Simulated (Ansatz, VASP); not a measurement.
One calculation of CdS, two programs

```
Cd S
1.0
     0.00000    2.91000    2.91000
     2.91000    0.00000    2.91000
     2.91000    2.91000    0.00000
Cd S
1 1
Direct
  0.00000 0.00000 0.00000
  0.75000 0.75000 0.75000
```

Alike in both runs: task single point; functional PBE; k mesh 8 × 8 × 8; occupations fermi-dirac, width 0.01 eV; no spin polarisation.

|  | VASP | Ansatz |
| --- | --- | --- |
| version | VASP 6.6.1 | Ansatz 0.2.0 |
| potentials or method | VASP PAW PBE potentials, release 64 (Cd, S), cutoff 520 eV | all-electron LAPW, scalar-relativistic |

VASP gave:

```
gap on the k mesh at the Fermi level (eV) : 1.16
pressure (GPa)                            : 3.7
```

**Question.** What did Ansatz give for the same quantities?

**Answer.** gap on the k mesh at the Fermi level (eV): 1.16; pressure (GPa): 3.3.

Ansatz ran all-electron here, so the differences hold the error of VASP's frozen core and of both bases.

Expect the measured gap to be larger: semilocal functionals such as PBE lack the derivative discontinuity.
